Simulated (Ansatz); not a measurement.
Relaxing Ir

All numbers below come from Ansatz, DFT r2SCAN, scalar-relativistic, plane waves, PAW. Settings: 500 eV cutoff, 18×18×18 k-mesh, Gaussian smearing of 0.10 eV, no spin polarisation.

What was changed in Rh: Rh → Ir on all its sites, cell and atoms relaxed.

Spin–orbit coupling is left out, which can shift energies with elements as heavy as these.

Command:

```bash
ansatz run input.yaml --threads 1 --pin off --max-ram 2560MiB --backend cpu --events-out ev --progress --plain --runs-dir out
```

Input:

```yaml
crystal:
  lattice:
    - [0.0, 1.9250997608, 1.9250997608]
    - [1.9250997608, 0.0, 1.9250997608]
    - [1.9250997608, 1.9250997608, 0.0]
  atoms:
    - { symbol: Ir, position: [0.0, 0.0, 0.0] }
basis:
  ecutwfc: 500
kpoints:
  mp_grid: { grid: [18, 18, 18] }
hamiltonian:
  xc: r2scan
scf:
  occupations: { method: gaussian, width: 0.1 }
output:
  forces: true
  stress: true
  eigenvalues: true
relax:
  adjacent_minimum: "off"
  f_tol: 0.01
  max_steps: 60
  cell: { stress_tol: 0.1 }
```

F is the free energy. Steps run on the plane waves of an earlier cell, but the last one, and at times one on the way, on a freshly chosen basis, so a repeated geometry can differ a little in energy.

Steps:

```csv
step,F − F(1) (eV),largest force component (eV/Å),V (Å³/atom),P (GPa)
1,0.0000,0.000,14.269,-1.75
2,0.0008,0.000,14.077,3.42
3,-0.0004,0.000,14.203,-0.03
4,-0.0004,0.000,14.203,-0.03
```

Relaxed structure:

```cif
data_structure
_symmetry_space_group_name_H-M 'P 1'
_symmetry_Int_Tables_number 1
_cell_length_a 2.7183
_cell_length_b 2.7183
_cell_length_c 2.7183
_cell_angle_alpha 60.000
_cell_angle_beta 60.000
_cell_angle_gamma 60.000
_cell_volume 14.20
loop_
_atom_site_label
_atom_site_type_symbol
_atom_site_fract_x
_atom_site_fract_y
_atom_site_fract_z
_atom_site_occupancy
Ir1 Ir 0.00000 0.00000 0.00000 1
```

Symmetry: Fm-3m, No. 225, cubic system. The conventional cell has a = 3.844 Å, b = 3.844 Å, c = 3.844 Å, α = 90.00°, β = 90.00°, γ = 90.00°. Ir (site symmetry m-3m) is surrounded by 12 Ir at 2.72 Å.

The run converged. The run took 24 s on 1 thread of Arm Neoverse V1 (shared host), peak memory 0.35 GiB.